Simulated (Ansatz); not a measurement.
**LaAlO3 under a change: pressure −1 GPa**

Base system: LaAlO3 in the cubic perovskite structure (space group Pm-3m, No. 221; a = 3.7864 Å).

Now apply this change: hydrostatic tension (pressure −1 GPa).

All numbers come from r2SCAN in Ansatz (plane waves to 500 eV, PAW, no spin-orbit coupling), earlier PAW set. k-mesh 9×9×9 (Γ-centred); smearing 0.05 eV (Fermi–Dirac).

```csv
quantity,base,changed,shift
volume per atom,10.86 Å³,10.91 Å³,+0.05 Å³
density,6.54 g/cm³,6.51 g/cm³,-0.03 g/cm³
lattice parameter a,3.786 Å,3.792 Å,+0.006 Å
shortest interatomic distance,1.893 Å,1.896 Å,+0.003 Å
enthalpy H = E + PV relative to the base's energy,–,-0.07 eV/atom,–
band gap,4.02 eV,4.01 eV,-0.01 eV
gap character,"indirect, R → Γ","indirect, R → Γ",–
smallest direct gap,4.14 eV,4.13 eV,-0.01 eV
width of the top valence band,1.11 eV,1.10 eV,-0.004 eV
"electron mass (degenerate bands, along [100])","0.48, 0.65 mₑ (at Γ)","0.48, 0.66 mₑ (at Γ)",–
"valley order (the lowest conduction-band minima on the path, energy above the VBM, named in the base's zone)",Γ 4.02 eV,"Γ 4.01 eV; a point along ⟨110⟩, about 1.1 Å⁻¹ from Γ 4.92 eV",–
```

Final structure:

```
CELL_PARAMETERS angstrom
      3.79242     0.00000     0.00000
      0.00000     3.79242     0.00000
      0.00000     0.00000     3.79242
ATOMIC_POSITIONS crystal
  La 0.50000 0.50000 0.50000
  Al 0.00000 0.00000 0.00000
  O  0.00000 0.50000 0.00000
  O  0.50000 0.00000 0.00000
  O  0.00000 0.00000 0.50000
```

Load acts through the strain it causes; cell and atoms are relaxed under it. Masses are band curvatures over ±0.01 Å⁻¹ around the edge. Whether these cells are dynamically stable was not tested. Many cubic perovskites are stable only at high temperature; tilts and polar distortions were not tested.

Ansatz is a first-principles code.
